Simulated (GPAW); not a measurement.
# SnSe (Fm-3m) in GPAW: notebook

The runs below take SnSe through dielectric tensor, with PBE.

Everything below comes from runs of GPAW 26.7.0. Logs are shortened: lines on timing, memory, paths and dates and some standing lists are left out, and cuts for length are marked. The log counts tension as positive stress, the text compression.

## 1. The crystal as given

The structure is cubic, space group Fm-3m (No. 225). Conventional cell: a = 5.897 Å, b = 5.897 Å, c = 5.897 Å, α = 90.00°, β = 90.00°, γ = 90.00°. Around Sn (site symmetry m-3m) lie 6 Se at 2.95 Å. Se (site symmetry m-3m) is surrounded by 6 Sn at 2.95 Å.

Measurements of this composition are mostly on another form, of space group No. 62.

## 2. Dielectric tensor, PBE

run.py

```python
import numpy as np
from ase import Atoms
from ase.dft.bandgap import bandgap
from ase.io import write
from gpaw import GPAW, PW
from gpaw.response.df import DielectricFunction

atoms = Atoms(['Sn', 'Se'],
              cell=[[0.0, 2.9485541872, 2.9485541872],
                    [2.9485541872, 0.0, 2.9485541872],
                    [2.9485541872, 2.9485541872, 0.0]],
              scaled_positions=[[0.0, 0.0, 0.0],
                                [0.5, 0.5, 0.5]],
              pbc=True)

calc = GPAW(mode=PW(400),
            xc='PBE',
            kpts={'size': (6, 6, 6), 'gamma': True},
            occupations={'name': 'fermi-dirac', 'width': 0.001},
            nbands=19,
            convergence={'density': 1e-06},
            maxiter=150,
            txt='gpaw.txt')
atoms.calc = calc
energy = atoms.get_potential_energy()
calc.write('gs.gpw')
write('result.traj', atoms)
print(f'Energy: {energy:.6f} eV')
print('Fermi level:', round(calc.get_fermi_level(), 4), 'eV')
print(f'Gap: {bandgap(calc)[0]:.4f} eV, direct: {bandgap(calc, direct=True)[0]:.4f} eV')

for size in [(19, 19, 19)]:
    name = 'x'.join(str(n) for n in size)
    dense = calc.fixed_density(kpts={'size': size, 'gamma': True},
                               nbands=36, convergence={'bands': 30, 'eigenstates': 1e-7},
                               update_fermi_level=True, txt=f'dense-{name}.txt')
    dense.write(f'{name}.gpw', mode='all')
    df = DielectricFunction(f'{name}.gpw', frequencies=np.array([0.0]), hilbert=False, eta=0.001,
                            ecut=80, nbands=30, intraband=False, txt=f'df-{name}.txt')
    for xc in ['RPA']:
        for direction in ['x', 'y', 'z', [0, 1, 1], [1, 0, 1], [1, 1, 0]]:
            e0, e = df.get_macroscopic_dielectric_constant(xc=xc, direction=direction)
            print(f'{name} {xc} {direction}: {e0:.4f} without, {e:.4f} with local fields')
```

Potentials or basis: GPAW PAW data sets (gpaw-data 1.2.1), pw.

On the command line:

```console
$ OMP_NUM_THREADS=1 python run.py
```

gpaw.txt:

```text
__  _  _
 | _ |_)|_||  |
 |__||  | ||/\| - 26.7.0

Input parameters:
  mode=PW(ecut=400.0),
  convergence={'density': 1e-06},
  kpts=MonkhorstPack(size=(6, 6, 6), gamma=True),
  maxiter=150,
  nbands=19,
  occupations=Occupations(name='fermi-dirac', width=0.001),
  xc=XC(name='PBE')

Diagonalizing LCAO Hamiltonian
Converting LCAO to pw mode

                Se

       Sn

Atoms  # Å, Bohr magnetons
|   | symbol |        x |        y |        z |    initial magnetic moments |
|---|--------|----------|----------|----------|-----------------------------|
| 0 |     Sn | 0.000000 | 0.000000 | 0.000000 | ( 0.0000,  0.0000,  0.0000) |
| 1 |     Se | 2.948554 | 2.948554 | 2.948554 | ( 0.0000,  0.0000,  0.0000) |

Unit cell  # Å
| periodic |        x |        y |        z |  lengths |    angles |
|----------|----------|----------|----------|----------|-----------|
|      yes | 0.000000 | 2.948554 | 2.948554 | 4.169885 | 60.000000 |
|      yes | 2.948554 | 0.000000 | 2.948554 | 4.169885 | 60.000000 |
|      yes | 2.948554 | 2.948554 | 0.000000 | 4.169885 | 60.000000 |

Number of symmetries: 48
Symmetry operations  # r_c * U_cc + t_c -> r_c
|    | kind |            matrix            |
|----|------|------------------------------|
|  0 |  σ   |  1, 0, 0,  1, 0,-1,  1,-1, 0 |
|  1 |  C2  |  1, 0, 0,  1,-1, 0,  1, 0,-1 |
|  2 |  E   |  1, 0, 0,  0, 1, 0,  0, 0, 1 |
|  3 |  σ   |  1, 0, 0,  0, 0, 1,  0, 1, 0 |
|  4 |  C4  |  1, 0,-1,  1, 0, 0,  1,-1, 0 |
|  5 |  S6  |  1, 0,-1,  1,-1, 0,  1, 0, 0 |
|  6 |  σ   |  1, 0,-1,  0, 1,-1,  0, 0,-1 |
|  7 |  C3  |  1, 0,-1,  0, 0,-1,  0, 1,-1 |
|  8 |  S6  |  1,-1, 0,  1, 0, 0,  1, 0,-1 |
|  9 |  C4  |  1,-1, 0,  1, 0,-1,  1, 0, 0 |
| 10 |  C3  |  1,-1, 0,  0,-1, 1,  0,-1, 0 |
| 11 |  σ   |  1,-1, 0,  0,-1, 0,  0,-1, 1 |
| 12 |  σ   |  0, 1, 0,  1, 0, 0,  0, 0, 1 |
| 13 |  C4  |  0, 1, 0,  0, 1,-1, -1, 1, 0 |
| 14 |  C3  |  0, 1, 0,  0, 0, 1,  1, 0, 0 |
| 15 |  S6  |  0, 1, 0, -1, 1, 0,  0, 1,-1 |
| 16 |  C2  |  0, 1,-1,  1, 0,-1,  0, 0,-1 |
| 17 |  σ   |  0, 1,-1,  0, 1, 0, -1, 1, 0 |
| 18 |  S4  |  0, 1,-1,  0, 0,-1,  1, 0,-1 |
| 19 |  C4  |  0, 1,-1, -1, 1, 0,  0, 1, 0 |
| 20 |  C3  |  0, 0, 1,  1, 0, 0,  0, 1, 0 |
| 21 |  σ   |  0, 0, 1,  0, 1, 0,  1, 0, 0 |
| 22 |  S6  |  0, 0, 1,  0,-1, 1, -1, 0, 1 |
| 23 |  C4  |  0, 0, 1, -1, 0, 1,  0,-1, 1 |
| 24 |  S4  |  0, 0,-1,  1, 0,-1,  0, 1,-1 |
| 25 |  C3  |  0, 0,-1,  0, 1,-1,  1, 0,-1 |
| 26 |  C2  |  0, 0,-1,  0,-1, 0, -1, 0, 0 |
| 27 |  S6  |  0, 0,-1, -1, 0, 0,  0,-1, 0 |
| 28 |  S4  |  0,-1, 1,  1,-1, 0,  0,-1, 0 |
| 29 |  C4  |  0,-1, 1,  0, 0, 1, -1, 0, 1 |
| 30 |  C2  |  0,-1, 1,  0,-1, 0,  1,-1, 0 |
| 31 |  σ   |  0,-1, 1, -1, 0, 1,  0, 0, 1 |
| 32 |  C3  |  0,-1, 0,  1,-1, 0,  0,-1, 1 |
| 33 |  S6  |  0,-1, 0,  0, 0,-1, -1, 0, 0 |
| 34 |  S4  |  0,-1, 0,  0,-1, 1,  1,-1, 0 |
| 35 |  C2  |  0,-1, 0, -1, 0, 0,  0, 0,-1 |
| 36 |  C2  | -1, 1, 0,  0, 1, 0,  0, 1,-1 |
| 37 |  S6  | -1, 1, 0,  0, 1,-1,  0, 1, 0 |
| 38 |  S4  | -1, 1, 0, -1, 0, 1, -1, 0, 0 |
| 39 |  C3  | -1, 1, 0, -1, 0, 0, -1, 0, 1 |
| 40 |  S6  | -1, 0, 1,  0, 0, 1,  0,-1, 1 |
| 41 |  C2  | -1, 0, 1,  0,-1, 1,  0, 0, 1 |
| 42 |  C3  | -1, 0, 1, -1, 1, 0, -1, 0, 0 |
| 43 |  S4  | -1, 0, 1, -1, 0, 0, -1, 1, 0 |
| 44 |  C2  | -1, 0, 0,  0, 0,-1,  0,-1, 0 |
| 45 |  i   | -1, 0, 0,  0,-1, 0,  0, 0,-1 |
| 46 |  σ   | -1, 0, 0, -1, 1, 0, -1, 0, 1 |
| 47 |  C2  | -1, 0, 0, -1, 0, 1, -1, 1, 0 |

BZ-sampling:
  Number of BZ points: 216
  Number of IBZ points: 16

  Monkhorst-Pack size: [6, 6, 6]
  Monkhorst-Pack shift: [0.08333333333333333, 0.08333333333333333, 0.08333333333333333]

K-points  # in reciprocal-cell coordinates
|     |                                coordinates |     weight |
|-----|--------------------------------------------|------------|
|   0 | (  0.00000000,   0.00000000,   0.00000000) | 0.00462963 |
|   1 | (  0.16666667,   0.16666667,   0.00000000) | 0.02777778 |
|   2 | (  0.16666667,   0.16666667,   0.16666667) | 0.03703704 |
|   3 | (  0.33333333,   0.16666667,   0.16666667) | 0.05555556 |
|   4 | (  0.33333333,   0.33333333,  -0.33333333) | 0.05555556 |
|   5 | (  0.33333333,   0.33333333,   0.00000000) | 0.02777778 |
|   6 | (  0.33333333,   0.33333333,   0.16666667) | 0.11111111 |
|   7 | (  0.33333333,   0.33333333,   0.33333333) | 0.03703704 |
|   8 | (  0.50000000,   0.33333333,  -0.33333333) | 0.11111111 |
|   9 | (  0.50000000,   0.33333333,  -0.16666667) | 0.05555556 |
| ... |                                            |            |
|  15 | (  0.50000000,   0.50000000,   0.50000000) | 0.01851852 |

Plane wave coefficients: 941
Cutoff: 400.0 eV

Spin-components: 1 (collinear spins)
Bands:           19
Projectors:      11
Spin-degeneracy: 2
Datatype:        complex128

Parallelization:
  kpt:    1
  domain: 1
  band:   1

Density:
  Valence electrons: 20.0
  Components: 1
  Grid points: [20 20 20]
  Charge: 0.0  # |e|

Potential:
  Grid points: [20 20 20]

species:
  Sn:
    name:    Tin
    Z:       50.0
    valence: 14
    core:    36
    charge:  0.0  # [|e|]
    compensation charges:
      type: gauss
      rc: 0.38  # [Å]
      lmax: 2
    cutoffs:
      filter: 2.23  # [Å]
      core: 2.35  # [Å]
    projectors
    | kind |    occ | energy [eV] | rcut [Å] |
    |------|--------|-------------|----------|
    |   5s |  2.000 |     -10.538 |    1.201 |
    |   5p |  2.000 |      -3.696 |    1.270 |
    |   4d | 10.000 |     -25.845 |    1.185 |
    |    s |        |      16.674 |    1.201 |
    |    p |        |      23.515 |    1.270 |
    |    d |        |       1.367 |    1.185 |

    Using partial waves for Sn as LCAO basis

  Se:
    name:    Selenium
    Z:       34.0
    valence: 6
    core:    28
    charge:  0.0  # [|e|]
    compensation charges:
      type: gauss
      rc: 0.27  # [Å]
      lmax: 2
    cutoffs:
      filter: 1.77  # [Å]
      core: 2.67  # [Å]
    projectors
    | kind |    occ | energy [eV] | rcut [Å] |
    |------|--------|-------------|----------|
    |   4s |  2.000 |     -17.277 |    0.847 |
    |   4p |  4.000 |      -6.512 |    1.005 |
    |    s |        |       9.935 |    0.847 |
    |    p |        |      20.699 |    1.005 |
    |    d |        |       0.000 |    0.847 |

    Using partial waves for Se as LCAO basis

Reference energy: -234114.225438  # eV

eigensolver:
  PPCG
  Converge bands: occupied
  niter=2

density mixing:
  MSR1-Mixer
  Pratt-step length: 0.05
  Maximum mixing coefficient: 0.75
  Old densities: 10
  SVD Regularization: 0.005
  Good broyden scale: 1.0
  Trust region scale: 1.0
  Backstep threshold: 4.0
  History deletion threshold: 6.0
  Fourier metric: weight=20.0, sigma=0.015

occupation numbers:
  Fermi-Dirac:
    width: 0.0010  # eV

poisson solver:
  ecut: 3200.0  # eV

xc functional:
  name: PBE with 2 nearest neighbor stencil

convergence criteria:
- Maximum integral of absolute [dens]ity change: 1e-06 electrons / valence electron
- Maximum [total energy] change in last 3 cyles: 0.0005 eV / valence electron
- Maximum integral of absolute [eigenst]ate change: 4e-08 eV^2 / valence electron
maximum number of iterations: 150

SCF iterations
|iter     | |      energy | eigst |  dens |
|---------|-|-------------|-------|-------|
|iter:   1| |   -8.366247 | -0.27 |       |
|iter:   2| |   -8.339834 | -2.49 | -1.36 |
|iter:   3| |   -8.249588 | -2.47 | -1.41 |
|iter:   4| |   -8.250787 | -4.17 | -2.03 |
|iter:   5| |   -8.251169c| -4.76 | -2.47 |
|iter:   6| |   -8.251176c| -6.32 | -3.35 |
|iter:   7| |   -8.251176c| -7.45c| -3.96 |
|iter:   8| |   -8.251176c| -7.74c| -4.70 |
|iter:   9| |   -8.251176c| -8.30c| -5.39 |
|iter:  10| |   -8.251176c| -8.93c| -6.16c|

Converged in 10 steps
Energy contributions relative to reference atoms: (reference = -234114.225438)

Energy contributions:
  Kinetic:          18.305158
  Coulomb:         -17.680639
  Zero:              0.011714
  External:          0.000000
  Xc:               -8.887409
  Entropy:          -0.000000
  Spinorbit:         0.000000
  ----------------------------
  Free energy:      -8.251176
  Extrapolated:     -8.251176

dipole moment: (-20.003575, -20.003575, -20.003575)  # |e|*Ang

Fermi level: 7.380
Eigenvalues  # (at kpt = [0.000, 0.000, 0.000])
| band index |      eig [eV] | occ [0-2] |
|------------|---------------|-----------|
|          0 |       -14.779 |     2.000 |
|        ... |               |           |
|          2 |       -14.774 |     2.000 |
|          3 |       -14.774 |     2.000 |
|          4 |       -14.774 |     2.000 |
|          5 |        -7.512 |     2.000 |
|          6 |         1.951 |     2.000 |
|          7 |         4.407 |     2.000 |
[... 9 lines left out ...]
|         17 |        15.031 |     0.000 |
|         18 |        15.031 |     0.000 |

Gap: 0.874 eV
Transition (v -> c):
  (s=0, k=15, n=9, [0.50, 0.50, 0.50]) -> (s=0, k=15, n=10, [0.50, 0.50, 0.50])
No difference between direct/indirect transitions
# Writing to gs.gpw (mode='')
```

It took 75 s on 1 thread of INTEL XEON PLATINUM 8581C at 2.30GHz (Emerald Rapids), shared host; peak memory 0.44 GiB.

Results:

| Property | Result |
| --- | --- |
| Free energy | -8.2512 eV |
| Band gap on the k mesh | 0.87 eV, direct |
| Electronic dielectric tensor (diagonal) | 205.42 |

Electronic dielectric tensor:
```
205.42   0.00   0.00
  0.00 205.42   0.00
  0.00   0.00 205.42
```

Caveat: the long-wavelength limit can be off by a per cent or two; spin-orbit coupling is left out, which moves the levels of the heavy elements; an odd mesh through Γ misses points on the zone boundary, where band edges often lie.

## 3. Dielectric tensor, PBE

This run uses another cell than the first one, of 26.18 Å³/atom, 1.021 times its volume.

run.py, as its differences from that of step 2:

```diff
@@ -8,5 +8,5 @@
 atoms = Atoms(['Sn', 'Se'],
-              cell=[[0.0, 2.9485541872, 2.9485541872],
-                    [2.9485541872, 0.0, 2.9485541872],
-                    [2.9485541872, 2.9485541872, 0.0]],
+              cell=[[0.0, 2.9693193375, 2.9693193375],
+                    [2.9693193375, 0.0, 2.9693193375],
+                    [2.9693193375, 2.9693193375, 0.0]],
               scaled_positions=[[0.0, 0.0, 0.0],
```

Potentials or basis: GPAW PAW data sets (gpaw-data 1.2.1), pw.

On the command line:

```console
$ OMP_NUM_THREADS=1 python run.py
```

gpaw.txt:

```text
__  _  _
 | _ |_)|_||  |
 |__||  | ||/\| - 26.7.0

Input parameters:
  mode=PW(ecut=400.0),
  convergence={'density': 1e-06},
  kpts=MonkhorstPack(size=(6, 6, 6), gamma=True),
  maxiter=150,
  nbands=19,
  occupations=Occupations(name='fermi-dirac', width=0.001),
  xc=XC(name='PBE')

Diagonalizing LCAO Hamiltonian
Converting LCAO to pw mode

                Se

       Sn

Atoms  # Å, Bohr magnetons
|   | symbol |        x |        y |        z |    initial magnetic moments |
|---|--------|----------|----------|----------|-----------------------------|
| 0 |     Sn | 0.000000 | 0.000000 | 0.000000 | ( 0.0000,  0.0000,  0.0000) |
| 1 |     Se | 2.969319 | 2.969319 | 2.969319 | ( 0.0000,  0.0000,  0.0000) |

Unit cell  # Å
| periodic |        x |        y |        z |  lengths |    angles |
|----------|----------|----------|----------|----------|-----------|
|      yes | 0.000000 | 2.969319 | 2.969319 | 4.199252 | 60.000000 |
|      yes | 2.969319 | 0.000000 | 2.969319 | 4.199252 | 60.000000 |
|      yes | 2.969319 | 2.969319 | 0.000000 | 4.199252 | 60.000000 |

Number of symmetries: 48
Symmetry operations  # r_c * U_cc + t_c -> r_c
|    | kind |            matrix            |
|----|------|------------------------------|
|  0 |  σ   |  1, 0, 0,  1, 0,-1,  1,-1, 0 |
|  1 |  C2  |  1, 0, 0,  1,-1, 0,  1, 0,-1 |
|  2 |  E   |  1, 0, 0,  0, 1, 0,  0, 0, 1 |
|  3 |  σ   |  1, 0, 0,  0, 0, 1,  0, 1, 0 |
|  4 |  C4  |  1, 0,-1,  1, 0, 0,  1,-1, 0 |
|  5 |  S6  |  1, 0,-1,  1,-1, 0,  1, 0, 0 |
[... 149 lines left out ...]
  Maximum mixing coefficient: 0.75
  Old densities: 10
  SVD Regularization: 0.005
  Good broyden scale: 1.0
  Trust region scale: 1.0
  Backstep threshold: 4.0
  History deletion threshold: 6.0
  Fourier metric: weight=20.0, sigma=0.015

occupation numbers:
  Fermi-Dirac:
    width: 0.0010  # eV

poisson solver:
  ecut: 3200.0  # eV

xc functional:
  name: PBE with 2 nearest neighbor stencil

convergence criteria:
- Maximum integral of absolute [dens]ity change: 1e-06 electrons / valence electron
- Maximum [total energy] change in last 3 cyles: 0.0005 eV / valence electron
- Maximum integral of absolute [eigenst]ate change: 4e-08 eV^2 / valence electron
maximum number of iterations: 150

SCF iterations
|iter     | |      energy | eigst |  dens |
|---------|-|-------------|-------|-------|
|iter:   1| |   -8.399226 | -0.29 |       |
|iter:   2| |   -8.370221 | -2.50 | -1.35 |
|iter:   3| |   -8.273206 | -2.44 | -1.39 |
|iter:   4| |   -8.274502 | -4.19 | -2.01 |
|iter:   5| |   -8.274924c| -4.79 | -2.45 |
|iter:   6| |   -8.274932c| -6.25 | -3.33 |
|iter:   7| |   -8.274932c| -7.41c| -3.94 |
|iter:   8| |   -8.274933c| -7.68c| -4.69 |
|iter:   9| |   -8.274933c| -8.28c| -5.41 |
|iter:  10| |   -8.274933c| -8.90c| -6.04c|

Converged in 10 steps
Energy contributions relative to reference atoms: (reference = -234114.225438)

Energy contributions:
  Kinetic:          16.657151
  Coulomb:         -16.387630
  Zero:              0.013678
  External:          0.000000
  Xc:               -8.558131
  Entropy:          -0.000000
  Spinorbit:         0.000000
  ----------------------------
  Free energy:      -8.274933
  Extrapolated:     -8.274933

dipole moment: (-20.142988, -20.142988, -20.142988)  # |e|*Ang

Fermi level: 7.072
Eigenvalues  # (at kpt = [0.000, 0.000, 0.000])
| band index |      eig [eV] | occ [0-2] |
|------------|---------------|-----------|
|          0 |       -15.032 |     2.000 |
|        ... |               |           |
|          2 |       -15.027 |     2.000 |
|          3 |       -15.027 |     2.000 |
|          4 |       -15.027 |     2.000 |
|          5 |        -7.614 |     2.000 |
|          6 |         1.621 |     2.000 |
|          7 |         4.214 |     2.000 |
[... 9 lines left out ...]
|         17 |        14.751 |     0.000 |
|         18 |        14.751 |     0.000 |

Gap: 0.773 eV
Transition (v -> c):
  (s=0, k=15, n=9, [0.50, 0.50, 0.50]) -> (s=0, k=15, n=10, [0.50, 0.50, 0.50])
No difference between direct/indirect transitions
# Writing to gs.gpw (mode='')
```

stdout:

```text
Energy: -8.274933 eV
Fermi level: 7.0725 eV
Gap: 0.7729 eV, direct: 0.7729 eV
19x19x19 RPA x: 426.8469 without, 424.4049 with local fields
19x19x19 RPA y: 426.8469 without, 424.4049 with local fields
19x19x19 RPA z: 426.8469 without, 424.4049 with local fields
19x19x19 RPA [0, 1, 1]: 426.8469 without, 424.4049 with local fields
19x19x19 RPA [1, 0, 1]: 426.8469 without, 424.4049 with local fields
19x19x19 RPA [1, 1, 0]: 426.8469 without, 424.4049 with local fields
```

It took 77 s on 1 thread of INTEL XEON PLATINUM 8581C at 2.30GHz (Emerald Rapids), shared host; peak memory 0.44 GiB.

What came out:

```yaml
Free_energy: -8.2749 eV
Band_gap_on_the_k_mesh: 0.77 eV, direct
Electronic_dielectric_tensor_diagonal: 424.40
```

Electronic dielectric tensor:
```
424.40   0.00   0.00
  0.00 424.40   0.00
  0.00   0.00 424.40
```

Caveat: the long-wavelength limit can be off by a per cent or two; spin-orbit coupling is left out, which moves the levels of the heavy elements; an odd mesh through Γ misses points on the zone boundary, where band edges often lie.

(Part 1 of 2 ends here.)
